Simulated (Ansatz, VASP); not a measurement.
NbSi in VASP and in Ansatz

```xyz
2
Lattice="3.1100 0.0000 0.0000 0.0000 3.1100 0.0000 0.0000 0.0000 3.1100" Properties=species:S:1:pos:R:3 pbc="T T T"
Nb    0.0000    0.0000    0.0000
Si    1.5550    1.5550    1.5550
```

Alike in both runs: functional LDA; k mesh 14 × 14 × 14; occupations fermi-dirac, width 0.1 eV; no spin polarisation.

Ansatz relaxed the structure, and its values are those at the end. VASP's run is a single point on that final structure, the one shown.

|  | VASP | Ansatz |
| --- | --- | --- |
| version | VASP 6.6.1 | Ansatz 0.2.0 |
| potentials or method | VASP PAW LDA potentials, release 64 (Nb_sv, Si) | PAW with Ansatz's default frozen-core files, scalar-relativistic |
| plane-wave cutoff (eV) | 520 | 420 |
| valence electrons in the cell | 17 | 17 |

```tsv
	VASP	Ansatz	Ansatz less VASP
pressure (GPa)	0.0	0.0	-0.04
```
